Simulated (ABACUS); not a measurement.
Crystal: BaTiO3 (Barioperovskite).

```
Ba Ti O
1.0
     3.98550    0.00000    0.00000
     0.00000    2.83690    2.84515
     0.00000   -2.83690    2.84515
Ba Ti O
1 1 3
Direct
  0.00000 0.00000 0.00000
  0.50000 0.51240 0.51240
  0.50000 0.99184 0.50524
  0.50000 0.50524 0.99184
  0.00000 0.48740 0.48740
```

Base run:

```yaml
Program: ABACUS 3.10.1
Functional: PBEsol
Potentials_or_basis: PseudoDojo NC SR 0.4 PBEsol stringent
Cutoff: 1252 eV
Density_cutoff: 5007 eV
Basis: plane waves
k_mesh: 6 × 6 × 6
Occupations: fermi-dirac, width 0.05 eV
Spin: no spin polarisation
```

Its results: band gap on the k mesh 1.86 eV, indirect (least direct gap 2.05 eV); pressure -3.6 GPa; largest force 0.293 eV/Å.

Problem. The run is repeated on the same cell with these changes: functional from PBEsol to LDA; potentials or basis from PseudoDojo NC SR 0.4 PBEsol stringent to PseudoDojo NC SR 0.4.1 LDA stringent. What comes out?

Solution. Band gap on the k mesh 1.82 eV, indirect (least direct gap 2.01 eV); pressure -8.1 GPa; largest force 0.317 eV/Å.

Caveats: spin-orbit coupling is left out, which moves the levels of the heavy elements.

A k mesh can miss the band edges.
